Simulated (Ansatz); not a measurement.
**Ionic part of the dielectric constant of BN, mode by mode**

Method: Ansatz, DFT PBEsol, scalar-relativistic, plane waves, PAW. Settings: 420 eV plane-wave cutoff, Γ-centred 12×12×12 mesh, fixed occupations. No spin polarisation. Phonons by linear response, acoustic sum rule imposed.

Symmetry: R3m, No. 160, trigonal system. The conventional cell has a = 2.504 Å, b = 2.504 Å, c = 10.485 Å, α = 90.00°, β = 90.00°, γ = 120.00°. B (site symmetry 3m) is surrounded by 3 N at 1.45 Å. N (site symmetry 3m) is surrounded by 3 B at 1.45 Å.

The crystal is built of layers and no dispersion correction was added, so the binding between them is poorly described, and with it their spacing and whatever depends on it.

The primitive cell has V = 18.98 Å³ and ε∞,yy = 4.648. Each polar mode adds Δε = (4.92064×10⁷/V)·S/ν² along y, with S its oscillator strength in e²/amu, ν in cm⁻¹ and V in Å³.

Question: From these modes, find each Δε and ε0,yy.
| ν (cm⁻¹) | S_yy (e²/amu) |
| --- | --- |
| 1362.8 | 1.2 |

Answer:
```tsv
ν (cm⁻¹)	Δε
1362.8	1.67
```

The sum is 1.675, so ε0,yy = 6.32; the run's tensor has 6.32.

Question: Where do the longitudinal modes lie for a wave vector along y?

Answer: At 1589 cm⁻¹. The Lyddane–Sachs–Teller product Π(ν_LO/ν_TO)² = 1.36 matches ε0/ε∞ = 1.36.

This form isn't the usual stable structure of the compound.

Cost: 1 run of about 1.1 core-minutes, on Arm Neoverse V1 (shared hosts).